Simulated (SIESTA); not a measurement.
The system is MgS.

```
S Mg
1.0
     0.00000    2.83312    2.83312
     2.83312    0.00000    2.83312
     2.83312    2.83312    0.00000
S Mg
1 1
Direct
  0.25000 0.25000 0.25000
  0.00000 0.00000 0.00000
```

The cell comes from a database or a generator and needn't be the stable form of this composition.

Base run:

| Property | Result |
| --- | --- |
| Program | SIESTA 5.4.2 |
| Functional | PBE |
| Potentials or basis | PseudoDojo 0.4 standard (PBE files) |
| Basis | DZP (energy shift 0.003 Ry; two zetas on semicore shells) |
| Grid cutoff | 800 Ry |
| Energy shift | 0.003 Ry |
| k mesh | 8 × 8 × 8 |
| Occupations | fermi-dirac, width 0.05 eV |
| Spin | no spin polarisation |

Its results: band gap on the k mesh 3.39 eV, direct; pressure 2.7 GPa.

Task: The run is repeated on the same cell with these changes: functional from PBE to LDA; potentials or basis from PseudoDojo 0.4 standard (PBE files) to PseudoDojo 0.4 standard (LDA files). What comes out?

Result: Band gap on the k mesh 3.19 eV, direct; pressure -0.3 GPa.

Caveats: the basis of atomic orbitals isn't converged, which shifts pressures, moduli and gaps.
